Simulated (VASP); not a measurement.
# BN (P6_3/mmc) in VASP: dielectric tensor with PBE+D3(BJ)

Aim: the dielectric tensor of BN with PBE+D3(BJ).

Everything below comes from runs of VASP 6.6.1. Logs are shortened: lines on timing, memory, paths and dates and some standing lists are left out, and cuts for length are marked.

## 1. Starting point

Symmetry: P6_3/mmc, No. 194, hexagonal system. Conventional cell: a = 2.505 Å, b = 2.505 Å, c = 6.532 Å, α = 90.00°, β = 90.00°, γ = 120.00°. B (site symmetry -6m2) has 3 N at 1.45 Å as nearest neighbours. N (site symmetry -6m2) has 3 B at 1.45 Å as nearest neighbours.

## 2. Dielectric tensor, PBE+D3(BJ)

Input file INCAR:

```
ALGO = Fast
EDIFF = 1E-7
ENCUT = 900
GGA = PE
ISIF = 2
ISMEAR = 0
IVDW = 12
KPAR = 4
LASPH = T
LCHARG = F
LEPSILON = T
LREAL = F
LWAVE = F
NELM = 60
PREC = Accurate
SIGMA = 0.02
```

Input file KPOINTS:

```
k-points
0
Gamma
  15 15 6
```

Input file POSCAR:

```
BN                                      
1.0
    2.5051530493     -0.0000000000     -0.0000000000
   -1.2525765247      2.1695261763     -0.0000000000
   -0.0000000000      0.0000000000      6.5316863484
  B               N             
     2     2
Direct
     0.3333333300000021    0.6666666699999979    0.2500000000000000
     0.6666666699999979    0.3333333300000021    0.7500000000000000
     0.3333333300000021    0.6666666699999979    0.7500000000000000
     0.6666666699999979    0.3333333300000021    0.2500000000000000
```

Potentials or basis: VASP PAW PBE potentials, release 64 (B_h, N_h).

Launch:

```console
$ cat potpaw_PBE.64/B_h/POTCAR potpaw_PBE.64/N_h/POTCAR > POTCAR
$ mpirun -np 4 vasp_std > vasp.out
```

OUTCAR:

```text
EDIFF = 1E-7
   ENCUT = 900
   GGA = PE
   ISIF = 2
   ISMEAR = 0
   IVDW = 12
   LASPH = T
   LEPSILON = T
   LREAL = F
   NELM = 60
   PREC = Accurate
 IVDW          = 12

 ion  position               nearest neighbor table
   1  0.333  0.667  0.250-   4 1.45   4 1.45   4 1.45
   2  0.667  0.333  0.750-   3 1.45   3 1.45   3 1.45
   3  0.333  0.667  0.750-   2 1.45   2 1.45   2 1.45
   4  0.667  0.333  0.250-   1 1.45   1 1.45   1 1.45

  LATTYP: Found a hexagonal cell.
 ALAT       =     2.5051530493
 C/A-ratio  =     2.6073003205

  Lattice vectors:

 A1 = (   2.5051530493,   0.0000000000,   0.0000000000)
 A2 = (  -1.2525765247,   2.1695261763,   0.0000000000)
 A3 = (   0.0000000000,   0.0000000000,   6.5316863484)

Analysis of symmetry for initial positions (statically):
=====================================================================
 Subroutine PRICEL returns:
 Original cell was already a primitive cell.

 Routine SETGRP: Setting up the symmetry group for a
 hexagonal supercell.

 Subroutine GETGRP returns: Found 24 space group operations
 (whereof 12 operations were pure point group operations)
 out of a pool of 24 trial point group operations.

The static configuration has the point symmetry D_3d.
 The point group associated with its full space group is D_6h.

Analysis of symmetry for dynamics (positions and initial velocities):
=====================================================================
 Subroutine PRICEL returns:
 Original cell was already a primitive cell.

 Routine SETGRP: Setting up the symmetry group for a
 hexagonal supercell.

 Subroutine GETGRP returns: Found 24 space group operations
 (whereof 12 operations were pure point group operations)
 out of a pool of 24 trial point group operations.

The dynamic configuration has the point symmetry D_3d.
 The point group associated with its full space group is D_6h.

 Subroutine INISYM returns: Found 24 space group operations
 (whereof 12 operations are pure point group operations),
 and found     1 'primitive' translations

[... 530 lines left out ...]
     -0.00000      1.44635      1.63292         0.000000      0.000000      0.000000
      1.25258      0.72318      4.89876        -0.000000     -0.000000      0.000000
     -0.00000      1.44635      4.89876         0.000000      0.000000      0.000000
      1.25258      0.72318      1.63292        -0.000000      0.000000      0.000000
 -----------------------------------------------------------------------------------
    total drift:                               -0.000003      0.000002      0.000000

  FREE ENERGIE OF THE ION-ELECTRON SYSTEM (eV)
  ---------------------------------------------------
  free  energy   TOTEN  =       -35.7613624598 eV

  energy  without entropy=      -35.7613624598  energy(sigma->0) =      -35.76136246

 HEAD OF MICROSCOPIC STATIC DIELECTRIC TENSOR (INDEPENDENT PARTICLE, excluding Hartree and local field effects)
 ------------------------------------------------------
           4.902832    -0.000000     0.000000
          -0.000000     4.902832     0.000000
           0.000000    -0.000000     3.090176
 ------------------------------------------------------

 Free energy of the ion-electron system (eV)
  ---------------------------------------------------
  ---------------------------------------------------
  free energy    TOTEN  =        -0.39897197 eV

  energy without entropy =       -0.39897197

------------------------ aborting loop because EDIFF is reached ----------------------------------------

 Edisp (eV)   -0.57550

 E8    (eV) :    -0.1689
[... 7 lines left out ...]
 E8    (eV) :    -0.1689

--------------------------------------- Ionic step        3  -------------------------------------------

 Free energy of the ion-electron system (eV)
  ---------------------------------------------------
  ---------------------------------------------------
  free energy    TOTEN  =        -0.19323442 eV

  energy without entropy =       -0.19323442

------------------------ aborting loop because EDIFF is reached ----------------------------------------

 Edisp (eV)   -0.57550

 E8    (eV) :    -0.1689

 PIEZOELECTRIC TENSOR FIELD DIRECTION 3  (e Angst)
 -----------------------------------------------------------------------------
    -0.00037  0.00000  0.00000           ( -0.00000  0.00000  0.00000)
     0.00000 -0.00037 -0.00000           (  0.00000 -0.00000 -0.00000)
     0.00000 -0.00000  0.00043           (  0.00000 -0.00000 -0.00000)

 PIEZOELECTRIC TENSOR FIELD DIRECTION 3  (C/m^2)
 -----------------------------------------------------------------------------
    -0.00017  0.00000  0.00000
     0.00000 -0.00017 -0.00000
     0.00000 -0.00000  0.00020

 MACROSCOPIC STATIC DIELECTRIC TENSOR (including local field effects in DFT)
 ------------------------------------------------------
           4.807287    -0.000000     0.000000
          -0.000000     4.807287    -0.000000
           0.000000     0.000000     2.771231
 ------------------------------------------------------

 PIEZOELECTRIC TENSOR (including local field effects)  for field in x, y, z        (e  Angst)
          XX          YY          ZZ          XY          YZ          ZX
  --------------------------------------------------------------------------------
  x     0.00000     0.00000     0.00000     0.00000     0.00000     0.00000
  y     0.00000     0.00000     0.00000     0.00000     0.00000     0.00000
  z     0.00000     0.00000     0.00000     0.00000     0.00000     0.00000

 PIEZOELECTRIC TENSOR (including local field effects)  for field in x, y, z        (C/m^2)
          XX          YY          ZZ          XY          YZ          ZX
  --------------------------------------------------------------------------------
  x     0.00000     0.00000     0.00000     0.00000     0.00000     0.00000
  y     0.00000     0.00000     0.00000     0.00000     0.00000     0.00000
  z     0.00000     0.00000     0.00000     0.00000     0.00000     0.00000

 BORN EFFECTIVE CHARGES (including local field effects) (in |e|, cummulative output)
 ---------------------------------------------------------------------------------
 ion    1
    1     2.71764    -0.00000     0.00000
    2    -0.00000     2.71764     0.00000
    3     0.00000     0.00000     0.78032
 ion    2
    1     2.71764    -0.00000     0.00000
    2    -0.00000     2.71764     0.00000
    3     0.00000    -0.00000     0.78032
 ion    3
    1    -2.71764     0.00000     0.00000
    2     0.00000    -2.71764     0.00000
    3     0.00000     0.00000    -0.78032
 ion    4
    1    -2.71764     0.00000     0.00000
    2     0.00000    -2.71764     0.00000
    3     0.00000     0.00000    -0.78032
```

OSZICAR:

```text
N       E                     dE             d eps       ncg     rms          rms(c)
DAV:   1     0.974484501377E+02    0.97448E+02   -0.11245E+04  2592   0.190E+03
DAV:   2    -0.282275773305E+02   -0.12568E+03   -0.11445E+03  3988   0.291E+02
DAV:   3    -0.384076713604E+02   -0.10180E+02   -0.10091E+02  3336   0.906E+01
DAV:   4    -0.386347326834E+02   -0.22706E+00   -0.22679E+00  3312   0.138E+01
[... 11 lines left out ...]
RMM:   6    -0.192904553286E+00   -0.23141E-03   -0.18686E-05  4622   0.325E-02    0.563E-03
RMM:   7    -0.193214129204E+00   -0.30958E-03   -0.30189E-06  4486   0.156E-02    0.123E-03
RMM:   8    -0.193239617170E+00   -0.25488E-04   -0.29587E-07  4608   0.404E-03    0.446E-04
RMM:   9    -0.193235532988E+00    0.40842E-05   -0.37766E-08  4614   0.139E-03    0.410E-05
RMM:  10    -0.193232980623E+00    0.25524E-05   -0.70397E-09  3497   0.321E-04    0.269E-05
RMM:  11    -0.193234419429E+00   -0.14388E-05   -0.58182E-09  2496   0.213E-04    0.549E-06
```

Run time: 3.9 min. Hardware: 4 MPI ranks of Intel Xeon Platinum 8488C (Sapphire Rapids), shared host; peak memory 0.68 GiB.

What came out:

```
Band gap on the k mesh                  : 4.26 eV, indirect (least direct gap 4.64 eV)
Electronic dielectric tensor (diagonal) : 4.81, 4.81, 2.77
Born charges (mean of the diagonal)     : B +2.07; N -2.07 e
Dispersion energy per atom              : -0.144 eV
```

Electronic dielectric tensor:
```
4.81 0.00 0.00
0.00 4.81 0.00
0.00 0.00 2.77
```

Born effective charge tensors (e):
atom 1, B
```
2.72 0.00 0.00
0.00 2.72 0.00
0.00 0.00 0.78
```
atom 2, B
```
2.72 0.00 0.00
0.00 2.72 0.00
0.00 0.00 0.78
```
atom 3, N
```
-2.72  0.00  0.00
 0.00 -2.72  0.00
 0.00  0.00 -0.78
```
atom 4, N
```
-2.72  0.00  0.00
 0.00 -2.72  0.00
 0.00  0.00 -0.78
```

Caveat: an odd mesh through Γ misses points on the zone boundary, where band edges often lie. PBE gaps usually lie below the measured ones, often by a third to a half.
